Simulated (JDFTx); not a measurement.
# GaN (P6_3mc) in JDFTx: reference runs

How does GaN come out in PBEsol? The cell is run as given.

Program: JDFTx 1.7.0 (patched build). These are calculated values, not measurements. Logs are shortened: lines on timing, memory, paths and dates and some standing lists are left out, and cuts for length are marked. The log counts tension as positive stress, the text compression.

**Measured values to compare with.**

From “Studying electronic properties in GaN without electrical contacts using γ-γ vs e−-γ Perturbed Angular Correlations”, 2019, pmc:6823545, for a bulk crystal of GaN: band gap 3.503 ± 0.005 eV (direct).

The results are compared with them further down.

## (1) Starting point

It takes space group P6_3mc (No. 186, hexagonal). Conventional cell: a = 3.180 Å, b = 3.180 Å, c = 5.166 Å, α = 90.00°, β = 90.00°, γ = 120.00°. Ga (site symmetry 3m) has 4 N at 1.94 to 1.95 Å as nearest neighbours. N (site symmetry 3m) has 4 Ga at 1.94 to 1.95 Å as nearest neighbours.

## (2) Single point, PBEsol

Input file GaN.in:

```
lattice \
    6.0093290763    -3.0046645382     0.0000000000 \
    0.0000000000     5.2042316397     0.0000000000 \
    0.0000000000     0.0000000000     9.7623251598
coords-type Lattice
ion Ga     0.6666666667     0.3333333333     0.5000000000 1
ion Ga     0.3333333333     0.6666666667     0.0000000000 1
ion N      0.6666666667     0.3333333333     0.8750000000 1
ion N      0.3333333333     0.6666666667     0.3750000000 1

ion-species pseudo/Ga.upf
ion-species pseudo/N.upf
elec-cutoff 42 336
elec-ex-corr gga-PBEsol
kpoint-folding 10 10 5
elec-smearing Fermi 0.0018374661
elec-n-bands 25
electronic-SCF nIterations 100 energyDiffThreshold 1e-09
electronic-minimize nIterations 30 energyDiffThreshold 1e-7
converge-empty-states yes
forces-output-coords Cartesian

dump-name run.$VAR
dump End Ecomponents EigStats BandEigs Kpoints Forces Stress ElecDensity Dtot KEdensity
```

Potentials or basis: PseudoDojo-SR-PBEsol-0.4.1-standard with smoothed tails.

The run is started by

```bash
> jdftx -c 1 -i GaN.in -o GaN.out
```

Standard output:

```text
*************** JDFTx 1.7.0 (patched build) ***************

Input parsed successfully to the following command list (including defaults):
[... the input with its defaults ...]

---------- Setting up symmetries ----------

Found 24 point-group symmetries of the bravais lattice
Found 12 space-group symmetries with basis
Applied RMS atom displacement 3.46949e-10 bohrs to make symmetries exact.

---------- Initializing the Grid ----------
R =
[      6.00933     -3.00466            0  ]
[            0      5.20423            0  ]
[            0            0      9.76233  ]
unit cell volume = 305.306
G =
[    1.04557   0.603661         -0  ]
[          0    1.20732          0  ]
[          0         -0   0.643616  ]
Minimum fftbox size, Smin = [  52  52  84  ]
Chosen fftbox size, S = [  54  54  84  ]

---------- Initializing tighter grid for wavefunction operations ----------
R =
[      6.00933     -3.00466            0  ]
[            0      5.20423            0  ]
[            0            0      9.76233  ]
unit cell volume = 305.306
G =
[    1.04557   0.603661         -0  ]
[          0    1.20732          0  ]
[          0         -0   0.643616  ]
Minimum fftbox size, Smin = [  36  36  60  ]
Chosen fftbox size, S = [  36  36  60  ]

---------- Exchange Correlation functional ----------
Initalized PBEsol GGA exchange.
Initalized PBEsol GGA correlation.

---------- Setting up pseudopotentials ----------
Width of ionic core gaussian charges (only for fluid interactions / plotting) set to 0

Reading pseudopotential file 'pseudo/Ga.upf':
  'Ga' pseudopotential, 'PBESOL' functional
  Generated using ONCVPSP code by D. R. Hamann
  13 valence electrons, 3 orbitals, 6 projectors, 1001 radial grid points, with lMax = 2
    3D    l: 2   occupation: 10.0   eigenvalue: -0.704192
    4S    l: 0   occupation:  2.0   eigenvalue: -0.329374
    4P    l: 1   occupation:  1.0   eigenvalue: -0.094479
  Core radius for overlap checks: 1.84 bohrs.

Reading pseudopotential file 'pseudo/N.upf':
  'N' pseudopotential, 'PBESOL' functional
  Generated using ONCVPSP code by D. R. Hamann
  5 valence electrons, 2 orbitals, 4 projectors, 1001 radial grid points, with lMax = 1
    2S    l: 0   occupation:  2.0   eigenvalue: -0.678237
    2P    l: 1   occupation:  3.0   eigenvalue: -0.258576
  Core radius for overlap checks: 1.31 bohrs.

Initialized 2 species with 4 total atoms.

Folded 1 k-points by 10x10x5 to 500 k-points.

---------- Setting up k-points, bands, fillings ----------
Adding inversion symmetry to k-mesh for non-inversion-symmetric unit cell.
Reduced to 42 k-points under symmetry.
Computing the number of bands and number of electrons
Calculating initial fillings.
nElectrons:  36.000000   nBands: 25   nStates: 42

----- Setting up reduced wavefunction bases (one per k-point) -----
average nbasis = 3968.638 , ideal nbasis = 3969.208

---------- Setting up ewald sum ----------
Optimum gaussian width for ewald sums = 2.132122 bohr.
Real space sum over 1089 unit cells with max indices [  5  5  4  ]
Reciprocal space sum over 2873 terms with max indices [  6  6  8  ]

---------- Allocating electronic variables ----------
Initializing wave functions:  linear combination of atomic orbitals
Ga pseudo-atom occupations:   s ( 2 )  p ( 1 )  d ( 10 )
N pseudo-atom occupations:   s ( 2 )  p ( 3 )
	FillingsUpdate:  mu: +0.591350825  nElectrons: 36.000000
LCAOMinimize: Iter:   0  F: -153.9546433119602398  |grad|_K:  6.307e-03  alpha:  1.000e+00
	FillingsUpdate:  mu: +0.459213913  nElectrons: 36.000000
LCAOMinimize: Iter:   1  F: -154.1989981995270114  |grad|_K:  4.045e-04  alpha:  3.599e-01  linmin: -3.501e-01  cgtest:  9.388e-01
LCAOMinimize: Encountered beta<0, resetting CG.
[... 5 lines of inner loops ...]
LCAOMinimize: Iter:   4  F: -154.1999367247925647  |grad|_K:  1.966e-07  alpha:  3.803e-01  linmin:  2.203e-05  cgtest:  4.963e-03
	FillingsUpdate:  mu: +0.451110172  nElectrons: 36.000000
LCAOMinimize: Iter:   5  F: -154.1999367252430488  |grad|_K:  1.452e-08  alpha:  7.646e-01  linmin:  3.429e-02  cgtest: -5.978e-02
LCAOMinimize: Converged (|Delta F|<1.000000e-06 for 2 iters).

-------- Electronic minimization -----------
Will mix electronic density at each iteration.
	FillingsUpdate:  mu: +0.451110172  nElectrons: 36.000000
	FillingsUpdate:  mu: +0.435101869  nElectrons: 36.000000
SCF: Cycle:  0   F: -154.288966397006533   dF: -8.903e-02   |Residual|: 8.315e-02   |deigs|: 3.437e-02
	FillingsUpdate:  mu: +0.427690329  nElectrons: 36.000000
SCF: Cycle:  1   F: -154.293651870558648   dF: -4.685e-03   |Residual|: 3.138e-02   |deigs|: 5.765e-03
	FillingsUpdate:  mu: +0.428194473  nElectrons: 36.000000
SCF: Cycle:  2   F: -154.293826832511684   dF: -1.750e-04   |Residual|: 1.249e-02   |deigs|: 1.276e-03
	FillingsUpdate:  mu: +0.428956585  nElectrons: 36.000000
SCF: Cycle:  3   F: -154.293850023160445   dF: -2.319e-05   |Residual|: 1.910e-03   |deigs|: 6.416e-04
	FillingsUpdate:  mu: +0.429127564  nElectrons: 36.000000
SCF: Cycle:  4   F: -154.293852843911139   dF: -2.821e-06   |Residual|: 3.882e-04   |deigs|: 5.145e-04
	FillingsUpdate:  mu: +0.429178429  nElectrons: 36.000000
SCF: Cycle:  5   F: -154.293853507830704   dF: -6.639e-07   |Residual|: 2.001e-04   |deigs|: 7.932e-05
	FillingsUpdate:  mu: +0.429198945  nElectrons: 36.000000
SCF: Cycle:  6   F: -154.293853697718646   dF: -1.899e-07   |Residual|: 3.801e-05   |deigs|: 6.003e-05
	FillingsUpdate:  mu: +0.429194173  nElectrons: 36.000000
SCF: Cycle:  7   F: -154.293853776693425   dF: -7.897e-08   |Residual|: 1.728e-05   |deigs|: 3.407e-04
	FillingsUpdate:  mu: +0.429192438  nElectrons: 36.000000
SCF: Cycle:  8   F: -154.293853803430238   dF: -2.674e-08   |Residual|: 1.305e-05   |deigs|: 2.872e-04
	FillingsUpdate:  mu: +0.429192876  nElectrons: 36.000000
SCF: Cycle:  9   F: -154.293853815889435   dF: -1.246e-08   |Residual|: 5.586e-06   |deigs|: 1.109e-04
	FillingsUpdate:  mu: +0.429192862  nElectrons: 36.000000
SCF: Cycle: 10   F: -154.293853819457183   dF: -3.568e-09   |Residual|: 1.699e-06   |deigs|: 6.560e-05
	FillingsUpdate:  mu: +0.429192611  nElectrons: 36.000000
SCF: Cycle: 11   F: -154.293853821097230   dF: -1.640e-09   |Residual|: 7.592e-07   |deigs|: 8.583e-05
	FillingsUpdate:  mu: +0.429192565  nElectrons: 36.000000
SCF: Cycle: 12   F: -154.293853821564767   dF: -4.675e-10   |Residual|: 4.707e-07   |deigs|: 3.893e-05
	FillingsUpdate:  mu: +0.429192559  nElectrons: 36.000000
SCF: Cycle: 13   F: -154.293853821792283   dF: -2.275e-10   |Residual|: 6.220e-07   |deigs|: 8.351e-05
SCF: Converged (|Delta E|<1.000000e-09 for 2 iters).

Setting wave functions to eigenvectors of Hamiltonian
Converging empty states (this may take a while):
EmptyStates: None of the convergence criteria satisfied.
|deigs|: 7.584e-04

# Stress tensor in Cartesian coordinates [Eh/a0^3]:
[  -1.8516e-05            0            0  ]
[            0  -1.8516e-05            0  ]
[            0            0 -8.88787e-05  ]

# Ionic positions in lattice coordinates:
ion Ga   0.666666666666667   0.333333333333333   0.500000000000000 1
ion Ga   0.333333333333333   0.666666666666667   0.000000000000000 1
ion N   0.666666666666667   0.333333333333333   0.875000000000000 1
ion N   0.333333333333333   0.666666666666667   0.375000000000000 1

# Forces in Cartesian coordinates:
force Ga  -0.000000000000000   0.000000000000000  -0.002583963114203 1
force Ga   0.000000000000000   0.000000000000000  -0.002583963114203 1
force N  -0.000000000000000   0.000000000000000   0.002583776627184 1
force N  -0.000000000000000   0.000000000000000   0.002583776627184 1

# Energy components:
   Eewald =     -117.0034741840094341
       EH =       43.4674286009307451
     Eloc =     -113.7982953661036589
      Enl =      -78.6058747778230469
      Exc =      -47.6088217039525787
 Exc_core =       19.1672641771286010
       KE =      140.0879194320392571
-------------------------------------
     Etot =     -154.2938538217900941
       TS =        0.0000000000021890
-------------------------------------
        F =     -154.2938538217922826

IonicMinimize: Iter:   0  F: -154.293853821792283  |grad|_K:  1.492e-03
IonicMinimize: None of the convergence criteria satisfied after 0 iterations.

#--- Lowdin population analysis ---
# oxidation-state Ga +0.811 +0.811
# oxidation-state N -0.781 -0.781

Dumping 'run.eigStats' ...
	eMin: -0.197472 at state 0 ( [ +0.000000 +0.000000 +0.000000 ] spin 0 )
	HOMO: +0.392066 at state 0 ( [ +0.000000 +0.000000 +0.000000 ] spin 0 )
	mu  : +0.429192
	LUMO: +0.463677 at state 0 ( [ +0.000000 +0.000000 +0.000000 ] spin 0 )
	eMax: +0.868513 at state 41 ( [ +0.300000 +0.300000 +0.400000 ] spin 0 )
	HOMO-LUMO gap: +0.071611
	Optical gap  : +0.071611 at state 0 ( [ +0.000000 +0.000000 +0.000000 ] spin 0 )
WARNING: the last solve of the electrons (or of bands or displaced states from it) ended unconverged.
Done!
[note: mu as printed may lie anywhere between the filled and the empty levels]
```

It took 96 s on 1 thread of Intel Xeon 6975P-C (Granite Rapids), shared host; peak memory 0.26 GiB.

What came out:

| Property | Result |
| --- | --- |
| Free energy | -4198.5497 eV |
| Pressure | 1.2 GPa |
| Largest force | 0.133 eV/Å |
| Band gap on the k mesh | 1.95 eV, direct |
| Loewdin charges | Ga +0.81; N -0.78 e |

Forces on the atoms (eV/Å):
```
Ga   0.000  0.000 -0.133
Ga   0.000  0.000 -0.133
N    0.000  0.000  0.133
N    0.000  0.000  0.133
```

Levels at points of the mesh, in eV from the valence-band top:
| k point | band 14 | band 15 | band 16 | band 17 | band 18 | band 19 | band 20 |
| --- | --- | --- | --- | --- | --- | --- | --- |
| (0.00, 0.00, 0.00) | -1.07 | -1.07 | -0.06 | 0.00 | 0.00 | 1.95 | 4.25 |
| (0.00, 0.50, 0.00) | -5.33 | -4.32 | -2.81 | -2.30 | -1.00 | 4.97 | 5.56 |

Caveat: the empty levels aren't tightly converged.

## (3) Comparison with measurements

Step 2. Measured gap of GaN: 3.503 eV (direct; quoted in “Studying electronic properties in GaN without electrical contacts using γ-γ vs e−-γ Perturbed Angular Correlations”, 2019, pmc:6823545). This calculation gives 1.95 eV (-1.55 eV). Spin-orbit coupling on Ga is left out. The value is that of PBEsol, without temperature or zero-point motion. Semilocal functionals fall short of measured gaps as a rule.
